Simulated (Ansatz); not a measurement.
Set up this calculation in Ansatz 0.2.0, as the native input.

- Task: relaxation of cell and atoms
- Functional: PBEsol
- Potentials or basis: Ansatz PAW
- Cutoff: 420 eV (not typed: the program's choice for these potentials)
- k mesh: 12 × 12 × 12
- Occupations: fermi-dirac, width 0.05 eV
- Spin: no spin polarisation
- Target pressure: 20 GPa
- Target pressure (GPa): 20

Al2Ru:

```xyz
3
Lattice="-1.5604 1.5604 4.2218 1.5604 -1.5604 4.2218 1.5604 1.5604 -4.2218" Properties=species:S:1:pos:R:3 pbc="T T T"
Ru    0.0000    0.0000    0.0000
Al    0.0000    0.0000    2.8776
Al    0.0000    0.0000    5.5660
```

The cell comes from a database or a generator and needn't be the stable form of this composition.

One way to write it, as run:

input.yaml

```yaml
crystal:
  lattice:
    - [-1.56042162, 1.56042162, 4.22180559]
    - [1.56042162, -1.56042162, 4.22180559]
    - [1.56042162, 1.56042162, -4.22180559]
  atoms:
    - { symbol: Ru, position: [0.0, 0.0, 0.0] }
    - { symbol: Al, position: [0.34079781, 0.34079781, 0.0] }
    - { symbol: Al, position: [0.65920219, 0.65920219, 0.0] }
hamiltonian:
  xc: pbesol
  pseudopotentials: { kind: paw }
kpoints:
  mp_grid: { grid: [12, 12, 12] }
scf:
  occupations: { method: fermi_dirac, width: 0.05 }
output:
  forces: true
  stress: true
  eigenvalues: true
relax:
  f_tol: 0.01
  max_steps: 40
  cell: { stress_tol: 0.05, p_target: 20.0 }
```

Potentials or basis: Ansatz PAW.

The run is started by

```bash
$ ansatz run input.yaml --threads 2 --pin off --max-ram 5632MiB --backend cpu --events-out ev --progress --plain --runs-dir out
```

It gave:

```json
{
  "Relaxed volume": "12.48 Å³/atom",
  "Relaxed cell": "a = 4.607 Å, b = 4.607 Å, c = 4.607 Å, α = 141.61°, β = 141.61°, γ = 55.42°",
  "Space group after relaxing (to 0.05 Å)": "I4/mmm (No. 139)",
  "Energy change on relaxing (the enthalpy is what falls)": "+68.8 meV/atom",
  "Ionic steps": "8",
  "Pressure after relaxing": "20.0 GPa",
  "Band gap on the k mesh": "none (metal or under the smearing width)"
}
```

Caveat: the plane-wave basis is chosen anew once the cell has moved, so the energies of steps on either side of that aren't comparable; the PAW data sets come from PBE, with cores solved anew for the run's functional, which leaves a small shift of forces and pressure.

It took 66 s on 2 threads of AMD EPYC (Zen 3), on a shared host, peak memory 0.42 GiB.
